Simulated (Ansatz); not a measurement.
## SnO$_{2}$: how the free axis answers a strain

SnO$_{2}$, P4_2/mnm, a = 4.827 Å, c = 3.238 Å. Ansatz: PBE, PAW, 420 eV, Γ-centred 6×6×8 mesh on 6 atoms, Gaussian smearing 0.02 eV; no spin polarisation. Series: biaxial strain in the a-b plane, c and atoms relaxed; x is the strain in per cent. y is the change of c in per cent of 3.238 Å.

| x (%) | y (%) |
| --- | --- |
| -4.5 | ? |
| -3.0 | 2.31 |
| -1.5 | 1.09 |
| 0.0 | 0.00 |
| 1.5 | -0.95 |
| 3.0 | -1.79 |
| 4.5 | -2.51 |

Task: Fit y = c1 x + c2 x² to the other rows, say what c1 measures, and predict the missing y.

Result: Least squares on the rows shown. y = −0.6839 x + 0.02832 x². With no stress along c, c1 = −2C13/C33 = -0.684. At x = -4.5 the fit asked for gives 3.65 %. The run gave 3.69 %, so the fit is 0.04 % too low, 0.65 % of the span of the series, against an rms of 0.007 % on the fitted rows. The row lies outside the fitted range. With a term in x³ added, a fit to the same known rows predicts 3.69 %, so most of the miss is curvature that the known rows already hold.